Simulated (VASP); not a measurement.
# ZnGe2N2 (P1) in VASP: relaxation of cell and atoms with PBE

Aim: the relaxation of cell and atoms of ZnGe2N2 with PBE.

Everything below comes from runs of VASP 6.6.1. Logs are shortened: lines on timing, memory, paths and dates and some standing lists are left out, and cuts for length are marked.

## Step 1: Starting point

The typed cell holds 10 atoms: a = 5.895 Å, b = 5.759 Å, c = 5.962 Å, α = 123.04°, β = 84.46°, γ = 122.77°.

The cell was built by a generator and needn't be a form met in nature.

## Step 2: Relaxation of cell and atoms, PBE

Contents of INCAR:

```
ALGO = Fast
EDIFF = 1E-5
EDIFFG = -0.03
ENCUT = 520
GGA = PE
IBRION = 2
ISIF = 3
ISMEAR = 0
ISYM = 0
KPAR = 4
LASPH = T
LCHARG = F
LREAL = Auto
LWAVE = F
NELM = 80
NSW = 110
PREC = Normal
SIGMA = 0.15
```

Contents of KPOINTS:

```
k-points
0
Gamma
  6 6 6
```

Contents of POSCAR:

```
ZnGe2N2
1.0
   -2.7367215100      4.3662761900      2.8638113900
    2.6889738500     -4.3066649600      2.7185551900
    2.9021023500      4.4119464800     -2.7676093000
Zn Ge N
2 4 4
Direct
    0.7595927300      0.7442111800      0.0049199400
    0.2719952700      0.2799891600      0.9899008000
    0.8544190500      0.4350256000      0.2793862100
    0.1694220500      0.5292344800      0.6996785200
    0.3353746000      0.0478077600      0.3718462400
    0.6361877500      0.9464774800      0.6212237300
    0.6427697700      0.5889000200      0.2767562100
    0.3771079100      0.3612255800      0.7157759700
    0.1399058200      0.8779436400      0.0516064900
    0.8464069700      0.1047513900      0.9638951400
```

Potentials or basis: VASP PAW PBE potentials, release 64 (Zn, Ge_d, N).

Started as:

```bash
cat potpaw_PBE.64/Zn/POTCAR potpaw_PBE.64/Ge_d/POTCAR potpaw_PBE.64/N/POTCAR > POTCAR
mpirun -np 4 vasp_std > vasp.out
```

OUTCAR:

```text
EDIFF = 1E-5
   EDIFFG = -0.03
   ENCUT = 520
   GGA = PE
   IBRION = 2
   ISIF = 3
   ISMEAR = 0
   ISYM = 0
   LASPH = T
   LREAL = Auto
   NELM = 80
   NSW = 110
   PREC = Normal

 ion  position               nearest neighbor table
   1  0.760  0.744  0.005-   9 1.93  10 2.00   8 2.04   7 2.14   2 2.62   2 2.97
   2  0.272  0.280  0.990-   8 1.90   7 2.02  10 2.12   9 2.24   1 2.62   1 2.97
   3  0.854  0.435  0.279-  10 1.78   7 1.89   5 2.85   5 2.88   4 2.89
   4  0.169  0.529  0.700-   8 1.96   9 2.04   6 2.72   3 2.89   6 2.92
   5  0.335  0.048  0.372-   9 1.76   8 1.76   3 2.85   3 2.88   6 2.88
   6  0.636  0.946  0.621-  10 1.94   7 1.98   4 2.72   5 2.88   4 2.92
   7  0.643  0.589  0.277-   3 1.89   6 1.98   2 2.02   1 2.14
   8  0.377  0.361  0.716-   5 1.76   2 1.90   4 1.96   1 2.04
   9  0.140  0.878  0.052-   5 1.76   1 1.93   4 2.04   2 2.24
  10  0.846  0.105  0.964-   3 1.78   6 1.94   1 2.00   2 2.12

IMPORTANT INFORMATION: All symmetrisations will be switched off!
NOSYMM: (Re-)initialisation of all symmetry stuff for point group C_1.

----------------------------------------------------------------------------------------

                                     Primitive cell

  volume of cell :     136.9151

  direct lattice vectors                    reciprocal lattice vectors
    -2.736721510  4.366276190  2.863811390    -0.000547449  0.111978569  0.177935051
     2.688973850 -4.306664960  2.718555190     0.180543514 -0.005382153  0.180737211
     2.902102350  4.411946480 -2.767609300     0.176777017  0.110584186  0.000331155

  length of vectors
     5.895373446  5.759208779  5.962141480     0.210238869  0.255520777  0.208516392

  position of ions in fractional coordinates (direct lattice)
     0.759592730  0.744211180  0.004919940
     0.271995270  0.279989160  0.989900800
     0.854419050  0.435025600  0.279386210
     0.169422050  0.529234480  0.699678520
     0.335374600  0.047807760  0.371846240
     0.636187750  0.946477480  0.621223730
     0.642769770  0.588900020  0.276756210
     0.377107910  0.361225580  0.715775970
     0.139905820  0.877943640  0.051606490
     0.846406970  0.104751390  0.963895140

  ion indices of the primitive-cell ions
   primitive index   ion index
                 1           1
                 2           2
                 3           3
                 4           4
                 5           5
                 6           6
                 7           7
                 8           8
                 9           9
                10          10

----------------------------------------------------------------------------------------

 KPOINTS: k-points

Automatic generation of k-mesh.
 Grid dimensions read from file:
 generate k-points for:    6    6    6

 Generating k-lattice:

  Cartesian coordinates                     Fractional coordinates (reciprocal lattice)
    -0.000091241  0.018663095  0.029655842     0.166666667  0.000000000  0.000000000
     0.030090586 -0.000897025  0.030122869    -0.000000000  0.166666667  0.000000000
     0.029462836  0.018430698  0.000055193     0.000000000 -0.000000000  0.166666667

  Length of vectors
     0.035039811  0.042586796  0.034752732

  Shift w.r.t. Gamma in fractional coordinates (k-lattice)
     0.000000000  0.000000000  0.000000000

 Subroutine IBZKPT returns following result:
 ===========================================

 Found    112 irreducible k-points:

 Following reciprocal coordinates:
            Coordinates               Weight
  0.000000  0.000000  0.000000      1.000000
  0.166667  0.000000  0.000000      2.000000
  0.333333  0.000000 -0.000000      2.000000
  0.500000  0.000000 -0.000000      1.000000
  0.000000  0.166667  0.000000      2.000000
  0.166667  0.166667  0.000000      2.000000
[... 16 lines left out ...]
  0.333333  0.000000  0.166667      2.000000
  0.500000  0.000000  0.166667      2.000000
 [... further k-points ...]
   k-points           NKPTS =    112   k-points in BZ     NKDIM =    112   number of bands    NBANDS=     60
   number of dos      NEDOS =    301   number of ions     NIONS =     10
   total plane-waves  NPLWV =  41472
   dimension x,y,z NGX =    36 NGY =   32 NGZ =   36
   dimension x,y,z NGXF=    72 NGYF=   64 NGZF=   72
   ions per type =               2   4   4
   NGX,Y,Z   is equivalent  to a cutoff of  10.15,  9.24, 10.04 a.u.
   NGXF,Y,Z  is equivalent  to a cutoff of  20.30, 18.47, 20.08 a.u.
 SYSTEM =  unknown system
   PREC   = normal    normal or accurate (medium, high low for compatibility)
   ISTART =      0    job   : 0-new  1-cont  2-samecut
   ICHARG =      2    charge: 1-file 2-atom 10-const
   ISPIN  =      1    spin polarized calculation?
   LNONCOLLINEAR =      F non collinear calculations
   LSORBIT =      F    spin-orbit coupling
   LASPH  =      T    aspherical Exc in radial PAW
   ENCUT  =  520.0 eV  38.22 Ry    6.18 a.u.  10.96 10.71 11.09*2*pi/ulx,y,z
   NELM   =     80;   NELMIN=  2; NELMDL= -5     # of ELM steps
   EDIFF  = 0.1E-04   stopping-criterion for ELM
   LREAL  =      T    real-space projection
   EDIFFG = -.3E-01   stopping-criterion for IOM
   NSW    =    110    number of steps for IOM
   IBRION =      2    ionic relax: 0-MD 1-quasi-New 2-CG
   NFREE  =      1    steps in history (QN), initial steepest desc. (CG)
   ISIF   =      3    stress and relaxation
   ISYM   =      0    0-nonsym 1-usesym 2-fastsym
   POTIM  = 0.5000    time-step for ionic-motion
   TEBEG  =    0.0;   TEEND  =   0.0 temperature during run
   PSTRESS=    0.0 pullay stress
   NELECT =     100.0000    total number of electrons
   NUPDOWN=      -1.0000    fix difference up-down
   EMIN   =  10.00;   EMAX   =-10.00  energy-range for DOS
   EFERMI =   0.00;   METHOD = LEGACY
   ISMEAR =     0;   SIGMA  =   0.15  broadening in eV -4-tet -1-fermi 0-gaus
   EFERMI_NEDOS =   21; number of points for ismear=-14 and -15
   IALGO  =     68    algorithm
   IMIX   =      4    mixing-type and parameters
     AMIX     =   0.40;   BMIX     =  1.00
     AMIX_MAG =   1.60;   BMIX_MAG =  1.00
  volume/ion in A,a.u.               =      13.69        92.39
  Fermi-wavevector in a.u.,A,eV,Ry     =   1.474318  2.786056 29.573795  2.173613
  Thomas-Fermi vector in A             =   2.589104
   LORBIT       =      0    0 simple, 1 ext, 2 COOP (PROOUT), +10 PAW based schemes
   GGA     = PE    functional components
   LHFCALC =     F    Hartree Fock is set to
   AEXX    =    0.0000 exact exchange contribution
   IVDW    =     0    specifies the selected vdW correction
   LEPSILON=     F    determine dielectric tensor
   LRPA    =     F    only Hartree local field effects (RPA)
 conjugate gradient relaxation of ions
 non-spin polarized calculation
 RMM-DIIS sequential band-by-band and
 Gauss-broadening in eV      SIGMA  =   0.15
  energy-cutoff  :      520.00
  volume of cell :      136.92
 maximum number of plane-waves:      3709
   NGX = 21   NGY = 21   NGZ = 23

--------------------------------------- Ionic step        1  -------------------------------------------

 number of electron     100.0000000 magnetization

 number of electron      99.9999994 magnetization

 Free energy of the ion-electron system (eV)
  ---------------------------------------------------
  ext. energy  EPLUGINS =         0.00000000
  ---------------------------------------------------
  free energy    TOTEN  =       -50.05247811 eV

  energy without entropy =      -50.03160464  energy(sigma->0) =      -50.04204137

------------------------ aborting loop because EDIFF is reached ----------------------------------------

  FORCE on cell =-STRESS in cart. coord.  units (eV):
  Direction    XX          YY          ZZ          XY          YZ          ZX
  --------------------------------------------------------------------------------------
  -------------------------------------------------------------------------------------
  Total        8.9299855     10.5891699      3.2570862      1.3163202      0.0406805      0.6273423
  in kB      104.4985012    123.9142412     38.1143536     15.4035510      0.4760419      7.3411469
  external PRESSURE =      88.8423653 kB  Pullay stress =       0.0000000 kB
[... 29 lines left out ...]
  energy  without entropy=      -50.0316046408  energy(sigma->0) =      -50.04204137

--------------------------------------- Ionic step        2  -------------------------------------------

 number of electron     100.0000031 magnetization

 E-fermi :   4.0911     XC(G=0): -10.6342

 val. band max:        4.0737715954   @ k =  -0.3333  -0.0000   0.1667
 cond. band min:       4.0963287361   @ k =  -0.1667  -0.3333   0.1667
 fundamental gap:      0.0225571407
 Fermi energy:         4.0911032952

 k-point     1 :       0.0000    0.0000    0.0000
  band No.  band energies     occupation
      1     -20.5278      2.00000
      2     -20.4907      2.00000
      3     -20.4813      2.00000
      4     -20.4677      2.00000
      5     -20.4474      2.00000
      6     -20.4412      2.00000
[... 1584 lines left out ...]
  FREE ENERGIE OF THE ION-ELECTRON SYSTEM (eV)
  ---------------------------------------------------
  free  energy   TOTEN  =       -50.9001398037 eV

  energy  without entropy=      -50.8770619568  energy(sigma->0) =      -50.88860088

[... ionic steps 4 to 18 ...]

--------------------------------------- Ionic step       19  -------------------------------------------

 number of electron      99.9999992 magnetization

------------------------ aborting loop because EDIFF is reached ----------------------------------------

  FORCE on cell =-STRESS in cart. coord.  units (eV):
  Direction    XX          YY          ZZ          XY          YZ          ZX
  --------------------------------------------------------------------------------------
  -------------------------------------------------------------------------------------
  Total       -0.0632851      0.0218317      0.0238913      0.0375845      0.0159105     -0.0106983
  in kB       -0.7195352      0.2482209      0.2716382      0.4273267      0.1808981     -0.1216366
  external PRESSURE =      -0.0665587 kB  Pullay stress =       0.0000000 kB
[... 73 lines left out ...]
  energy  without entropy=      -51.2885733424  energy(sigma->0) =      -51.30150365

--------------------------------------- Ionic step       21  -------------------------------------------

 number of electron      99.9999990 magnetization

 Free energy of the ion-electron system (eV)
  ---------------------------------------------------
  ext. energy  EPLUGINS =         0.00000000
  ---------------------------------------------------
  free energy    TOTEN  =       -51.31478110 eV

  energy without entropy =      -51.28888611  energy(sigma->0) =      -51.30183360

 E-fermi :   4.8894     XC(G=0): -11.0193

 val. band max:        4.8888387493   @ k =  -0.1667  -0.1667   0.3333
 cond. band min:       4.8966644907   @ k =  -0.3333  -0.1667   0.3333
 fundamental gap:      0.0078257414
 Fermi energy:         4.8893790948

 k-point     1 :       0.0000    0.0000    0.0000
  band No.  band energies     occupation
      1     -19.7487      2.00000
      2     -19.7045      2.00000
      3     -19.6790      2.00000
      4     -19.6688      2.00000
      5     -19.6609      2.00000
      6     -19.6594      2.00000
[... 1540 lines left out ...]
  FREE ENERGIE OF THE ION-ELECTRON SYSTEM (eV)
  ---------------------------------------------------
  free  energy   TOTEN  =       -51.3147810962 eV

  energy  without entropy=      -51.2888861120  energy(sigma->0) =      -51.30183360

 reached required accuracy - stopping structural energy minimisation
```

Run time: 23 min. Hardware: 4 MPI ranks of AMD EPYC 9R45 (Zen 5), shared host; peak memory 0.59 GiB.

What came out:

```yaml
Free_energy: -51.3148 eV
Relaxed_volume: 14.10 Å³/atom
Relaxed_cell: a = 5.981 Å, b = 5.978 Å, c = 5.979 Å, α = 123.15°, β = 83.31°, γ = 124.73°
Space_group_after_relaxing_to_0.05_Å: C2/c (No. 15)
Energy_gained_by_relaxing: 126.2 meV/atom
Ionic_steps: 21
Pressure_after_relaxing: -0.1 GPa
Largest_force_after_relaxing: 0.026 eV/Å
Band_gap_on_the_k_mesh: none (metal or under the smearing width)
```

Forces in eV/Å, atoms in the order of the input:
```
Zn  -0.009 -0.017  0.013
Zn   0.018 -0.006  0.013
Ge  -0.016 -0.009 -0.002
Ge   0.012  0.003  0.004
Ge   0.011 -0.006 -0.022
Ge  -0.007  0.013  0.021
N    0.009  0.003 -0.014
N   -0.009 -0.008  0.002
N   -0.012  0.013 -0.001
N    0.002  0.014 -0.015
```

Stress tensor (GPa, compression positive):
```
-0.21  0.04  0.00
 0.04 -0.13  0.02
 0.00  0.02 -0.05
```

The path:
```
step  energy change (eV)  largest force (eV/Å)  pressure (GPa)  volume (Å³)
   1              0.0000                3.3531            8.88       136.92
   2             -0.6359                1.2681           -7.47       152.46
   3             -0.8477                1.1456           -3.06       146.59
   4             -1.1027                0.6703           -0.81       143.66
   5             -1.1035                0.7396           -0.58       143.49
   6             -1.1908                0.3570            0.03       141.70
   7             -1.2008                0.4101            0.74       140.83
   8             -1.2357                0.2561           -0.23       141.36
   9             -1.2404                0.2631           -0.35       141.61
  10             -1.2525                0.1278            0.27       141.03
  11             -1.2532                0.1605            0.36       140.90
  12             -1.2576                0.1347           -0.19       141.32
  13             -1.2579                0.1030           -0.09       141.24
  14             -1.2600                0.0579           -0.12       141.21
  15             -1.2600                0.0596           -0.09       141.21
  16             -1.2610                0.0512            0.04       141.01
  17             -1.2612                0.0647            0.16       140.84
  18             -1.2618                0.0367            0.13       140.90
  19             -1.2619                0.0355           -0.01       140.92
  20             -1.2620                0.0478            0.04       140.95
  21             -1.2623                0.0260           -0.13       141.05
```

Final structure:
```
Zn Ge N
1.0
    -2.84786    4.46795    2.77466
     2.84619   -4.46681    2.77204
     2.84519    4.46797   -2.77391
Zn Ge N
2 4 4
Direct
  0.75352 0.74396 0.00040
  0.25273 0.23831 0.99450
  0.84992 0.45605 0.30375
  0.15689 0.52724 0.69144
  0.35301 0.03508 0.37991
  0.65350 0.94797 0.61491
  0.65513 0.61942 0.27833
  0.35189 0.36394 0.71689
  0.15481 0.86228 0.02154
  0.85179 0.12132 0.97332
```
